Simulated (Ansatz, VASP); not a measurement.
**Si2W: VASP beside Ansatz**

Contents of INCAR:

```
PREC = Accurate ; ENCUT = 520
EDIFF = 1E-7 ; ISMEAR = 0
SIGMA = 0.05 ; LREAL = F
LASPH = T ; NELM = 100
ALGO = Normal ; ISIF = 2
LWAVE = F ; LCHARG = F
GGA = PE ; NBANDS = 18
```

Contents of KPOINTS:

```
regular mesh
0
Gamma
  12 12 12
```

The input POSCAR:

```
Si2W
1.0
    3.2138000000      0.0000000000      0.0000000000
    0.0000000000      3.2138000000      0.0000000000
   -1.6069000000     -1.6069000000      3.9149500000
Si W
2 1
Direct
    0.3347000000      0.3347000000      0.6694000000
    0.6653000000      0.6653000000      0.3306000000
    0.0000000000      0.0000000000      0.0000000000
```

Input for Ansatz:

```yaml
crystal:
  lattice:
    - [3.2138, 0.0, 0.0]
    - [0.0, 3.2138, 0.0]
    - [-1.6069, -1.6069, 3.91495]
  atoms:
    - { symbol: Si, position: [0.3347, 0.3347, 0.6694] }
    - { symbol: Si, position: [0.6653, 0.6653, 0.3306] }
    - { symbol: W, position: [0.0, 0.0, 0.0] }
basis:
  ecutwfc: 420
  fft_grid_basis: typed
kpoints:
  mp_grid: { grid: [12, 12, 12] }
hamiltonian:
  xc: pbe
scf:
  occupations: { method: gaussian, width: 0.05 }
output:
  forces: true
  stress: true
  eigenvalues: true
  bader: true
  write_density: true
  volumetric_format: npy
  elf: true
```

Alike in both runs: task single point; functional PBE; k mesh 12 × 12 × 12; occupations gaussian, width 0.05 eV; no spin polarisation.

|  | VASP | Ansatz |
| --- | --- | --- |
| version | VASP 6.6.1 | Ansatz 0.2.0 |
| potentials or method | VASP PAW PBE potentials, release 64 (Si, W_sv) | scalar-relativistic, plane waves, PAW |
| plane-wave cutoff (eV) | 520 | 420 |
| valence electrons in the cell | 22 | 22 |

VASP gave:

* gap on the k mesh at the Fermi level (eV): none
* pressure (GPa): 3.4
* largest component of the traceless stress (GPa): 0.37
* rms of the force components (eV/Å): 0.039

Question: Which values does Ansatz return?

Answer: gap on the k mesh at the Fermi level (eV): none; pressure (GPa): 3.3; largest component of the traceless stress (GPa): 0.43; rms of the force components (eV/Å): 0.038.

Atom by atom the forces differ by 0.001 eV/Å (rms over components). A gap of «none» marks a metal or a gap that the smearing closes.

The runs have no spin-orbit coupling, so splittings on W are missing.
